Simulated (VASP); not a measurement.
Set up this calculation in VASP 6.6.1, as the native input.

```yaml
Task: single point
Functional: PBE
Potentials_or_basis: VASP PAW PBE potentials, release 64 (Hf_pv, O)
Cutoff: 520 eV
k_mesh: 5 × 5 × 5
Occupations: fermi-dirac, width 0.05 eV
Spin: no spin polarisation
Further_INCAR_settings: ALGO = Normal; EDIFF = 1e-07; NBANDS = 56
```

The structure of HfO2 lies in POSCAR:

```
HfO2
1.0
    5.1180000000      0.0000000000      0.0000000000
    0.0000000000      5.1857000000      0.0000000000
   -0.8586630598      0.0000000000      5.2138671406
Hf O
4 8
Direct
    0.2793980000      0.4667670000      0.7065260000
    0.7314520000      0.9663340000      0.7931350000
    0.7269890000      0.5520420000      0.2951080000
    0.2874420000      0.0349400000      0.2042570000
    0.0659920000      0.1739190000      0.8431750000
    0.9302510000      0.6680100000      0.6501860000
    0.9317650000      0.8451680000      0.1569710000
    0.0623740000      0.3287610000      0.3444980000
    0.4551410000      0.7425020000      0.9818040000
    0.5518530000      0.2381260000      0.5192240000
    0.5428160000      0.2541690000      0.0112170000
    0.4421240000      0.7727500000      0.4835350000
```

The cell isn't the ideal one: atoms moved at random, drawn with an rms of 0.05 Å.

These files were run (other wordings do the same):

INCAR

```
ALGO = Normal
EDIFF = 1E-7
ENCUT = 520
GGA = PE
ISIF = 2
ISMEAR = -1
LASPH = True
LCHARG = True
LELF = True
LREAL = False
LVHAR = True
LWAVE = False
NBANDS = 56
NELM = 60
PREC = Accurate
SIGMA = 0.05
```

KPOINTS

```
k-points
0
Gamma
  5 5 5
```

Potentials or basis: VASP PAW PBE potentials, release 64 (Hf_pv, O).

The run is started by

```sh
$ cat potpaw_PBE.64/Hf_pv/POTCAR potpaw_PBE.64/O/POTCAR > POTCAR
$ mpirun -np 1 vasp_std > vasp.out
```

Results of the run:

```yaml
Pressure: 2.9 GPa
Largest_force: 1.782 eV/Å
Band_gap_on_the_k_mesh: 3.91 eV, indirect (least direct gap 3.99 eV)
```

Caveat: spin-orbit coupling is left out, which moves the levels of the heavy elements; an odd mesh through Γ misses points on the zone boundary, where band edges often lie.

Run time: 5.4 min on 1 thread of AMD EPYC 9R45 96-Core Processor (Zen 5), with other jobs on the host, peak memory 0.44 GiB.
